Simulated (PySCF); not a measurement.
Species: C5H11N.
SMILES: `C1CCNCC1`

Computed, not measured: PySCF 2.14.0, density-fitted response routines, TDDFT wB97X-D/def2-SVPD, vertical, gas phase, core orbitals frozen in the response. Isolated species at its GFN2-xTB geometry (one conformer only).

Broadening: Gaussians 0.5 eV wide at half height, area fixed by f = 4.319×10⁻⁹ ∫ε dν̃. The width is an assumption, not a result. The curve ends short of the highest state used, and states not computed would add to its high-energy end.

```json
{"E (eV)": "5.49", "ε (L mol⁻¹ cm⁻¹)": "1"}
{"E (eV)": "5.54", "ε (L mol⁻¹ cm⁻¹)": "2"}
{"E (eV)": "5.59", "ε (L mol⁻¹ cm⁻¹)": "4"}
{"E (eV)": "5.64", "ε (L mol⁻¹ cm⁻¹)": "9"}
{"E (eV)": "5.68", "ε (L mol⁻¹ cm⁻¹)": "15"}
{"E (eV)": "5.73", "ε (L mol⁻¹ cm⁻¹)": "27"}
{"E (eV)": "5.78", "ε (L mol⁻¹ cm⁻¹)": "46"}
{"E (eV)": "5.83", "ε (L mol⁻¹ cm⁻¹)": "75"}
{"E (eV)": "5.88", "ε (L mol⁻¹ cm⁻¹)": "115"}
{"E (eV)": "5.93", "ε (L mol⁻¹ cm⁻¹)": "167"}
{"E (eV)": "5.98", "ε (L mol⁻¹ cm⁻¹)": "229"}
{"E (eV)": "6.02", "ε (L mol⁻¹ cm⁻¹)": "284"}
{"E (eV)": "6.07", "ε (L mol⁻¹ cm⁻¹)": "353"}
{"E (eV)": "6.12", "ε (L mol⁻¹ cm⁻¹)": "415"}
{"E (eV)": "6.17", "ε (L mol⁻¹ cm⁻¹)": "462"}
{"E (eV)": "6.22", "ε (L mol⁻¹ cm⁻¹)": "489"}
{"E (eV)": "6.27", "ε (L mol⁻¹ cm⁻¹)": "492"}
{"E (eV)": "6.32", "ε (L mol⁻¹ cm⁻¹)": "474"}
{"E (eV)": "6.36", "ε (L mol⁻¹ cm⁻¹)": "450"}
{"E (eV)": "6.41", "ε (L mol⁻¹ cm⁻¹)": "417"}
{"E (eV)": "6.46", "ε (L mol⁻¹ cm⁻¹)": "395"}
{"E (eV)": "6.51", "ε (L mol⁻¹ cm⁻¹)": "398"}
{"E (eV)": "6.56", "ε (L mol⁻¹ cm⁻¹)": "437"}
{"E (eV)": "6.61", "ε (L mol⁻¹ cm⁻¹)": "519"}
{"E (eV)": "6.66", "ε (L mol⁻¹ cm⁻¹)": "646"}
{"E (eV)": "6.70", "ε (L mol⁻¹ cm⁻¹)": "776"}
{"E (eV)": "6.75", "ε (L mol⁻¹ cm⁻¹)": "965"}
{"E (eV)": "6.80", "ε (L mol⁻¹ cm⁻¹)": "1170"}
{"E (eV)": "6.85", "ε (L mol⁻¹ cm⁻¹)": "1374"}
{"E (eV)": "6.90", "ε (L mol⁻¹ cm⁻¹)": "1561"}
{"E (eV)": "6.95", "ε (L mol⁻¹ cm⁻¹)": "1720"}
{"E (eV)": "7.00", "ε (L mol⁻¹ cm⁻¹)": "1842"}
{"E (eV)": "7.04", "ε (L mol⁻¹ cm⁻¹)": "1908"}
{"E (eV)": "7.09", "ε (L mol⁻¹ cm⁻¹)": "1947"}
{"E (eV)": "7.14", "ε (L mol⁻¹ cm⁻¹)": "1933"}
{"E (eV)": "7.19", "ε (L mol⁻¹ cm⁻¹)": "1865"}
{"E (eV)": "7.24", "ε (L mol⁻¹ cm⁻¹)": "1743"}
{"E (eV)": "7.29", "ε (L mol⁻¹ cm⁻¹)": "1571"}
{"E (eV)": "7.34", "ε (L mol⁻¹ cm⁻¹)": "1362"}
{"E (eV)": "7.38", "ε (L mol⁻¹ cm⁻¹)": "1179"}
{"E (eV)": "7.43", "ε (L mol⁻¹ cm⁻¹)": "946"}
{"E (eV)": "7.48", "ε (L mol⁻¹ cm⁻¹)": "726"}
{"E (eV)": "7.53", "ε (L mol⁻¹ cm⁻¹)": "534"}
{"E (eV)": "7.58", "ε (L mol⁻¹ cm⁻¹)": "379"}
{"E (eV)": "7.63", "ε (L mol⁻¹ cm⁻¹)": "266"}
{"E (eV)": "7.68", "ε (L mol⁻¹ cm⁻¹)": "194"}
{"E (eV)": "7.72", "ε (L mol⁻¹ cm⁻¹)": "164"}
{"E (eV)": "7.77", "ε (L mol⁻¹ cm⁻¹)": "158"}
{"E (eV)": "7.82", "ε (L mol⁻¹ cm⁻¹)": "181"}
{"E (eV)": "7.87", "ε (L mol⁻¹ cm⁻¹)": "229"}
{"E (eV)": "7.92", "ε (L mol⁻¹ cm⁻¹)": "295"}
{"E (eV)": "7.97", "ε (L mol⁻¹ cm⁻¹)": "372"}
{"E (eV)": "8.02", "ε (L mol⁻¹ cm⁻¹)": "450"}
{"E (eV)": "8.06", "ε (L mol⁻¹ cm⁻¹)": "506"}
{"E (eV)": "8.11", "ε (L mol⁻¹ cm⁻¹)": "560"}
{"E (eV)": "8.16", "ε (L mol⁻¹ cm⁻¹)": "589"}
```

Question: Where are the band maxima, and which computed states make them?

Answer: 198 nm (6.25 eV), ε about 490, made up of S1 (98%); 175 nm (7.10 eV), ε about 1900, made up of S2 (41%) and S3 (59%) (ε in L mol⁻¹ cm⁻¹; maxima over ε = 5, shares over 10%). At its high-energy end, 8.16 eV, the curve is still rising (ε about 590, from S6). The states used: S1 6.24 eV (f 0.0090); S2 6.92 eV (f 0.021); S3 7.23 eV (f 0.025); S4 7.49 eV (f 0.0003); S5 8.05 eV (f 0.0011); S6 8.19 eV (f 0.0099); S7 8.54 eV (f 0.0005); S8 8.76 eV (f 0.0001).

Question: What would ε be at 7.10 eV, the highest of these maxima, with half the width (0.25 eV)?

Answer: About 1890 L mol⁻¹ cm⁻¹ against 1950, a factor of about 1.0; a lone state at its own centre would give exactly 2.

Question: Coming from long wavelengths, where does ε first pass 100 L mol⁻¹ cm⁻¹?

Answer: At about 211 nm (5.86 eV), 0.38 eV below S1.

Question: On this curve, what absorbance would a 10⁻⁵ mol/L sample give at 193 nm over a 1 cm path?

Answer: 193 nm is 6.424 eV, where ε is about 410 L mol⁻¹ cm⁻¹, so A = ε c l ≈ 0.0041 (Beer–Lambert, with the gas-phase spectrum and the assumed width).

Hardware: one thread, Arm Neoverse V1, no GPU (shared host). Cost: 33 s.
